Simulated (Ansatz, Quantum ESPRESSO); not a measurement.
TiAl3: 4 runs at one level of theory

```
CELL_PARAMETERS angstrom
-1.91111 1.91111 4.28067
1.91111 -1.91111 4.28067
1.91111 1.91111 -4.28067
ATOMIC_POSITIONS crystal
Ti 0.00000 0.00000 0.00000
Al 0.25000 0.75000 0.50000
Al 0.75000 0.25000 0.50000
Al 0.50000 0.50000 0.00000
```

The cell comes from a database or a generator and needn't be the stable form of this composition.

Alike in all runs: task band structure; functional PBEsol; k mesh 10 × 10 × 10; occupations fermi-dirac, width 0.05 eV; no spin polarisation; no spin-orbit coupling. Pressure is positive in compression and, in plane waves, holds the error of the finite cutoff, which Ansatz's Pulay term estimates and takes out.

```csv
program and potentials,plane-wave cutoff (eV),notes,pressure (GPa)
"Ansatz, all-electron LAPW, scalar-relativistic",-,-,-0.52
"Ansatz, PAW datasets made for the crystal",220,3.25 valence electrons an atom on average,-0.53
"Quantum ESPRESSO, GBRV 1.5 PBEsol",612,5.25 valence electrons an atom on average,-0.68
"Quantum ESPRESSO, PseudoDojo 0.4.1 SR PBEsol standard",1143,5.25 valence electrons an atom on average,-0.59
```

The pressure spans -0.68 (Quantum ESPRESSO, GBRV 1.5 PBEsol) to -0.52 GPa (Ansatz, all-electron LAPW, scalar-relativistic), with all-electron results at -0.52.

The functional is the same throughout but for its coding, so the spread measures potentials, basis and numerics; runs on potential files found faulty are left out.
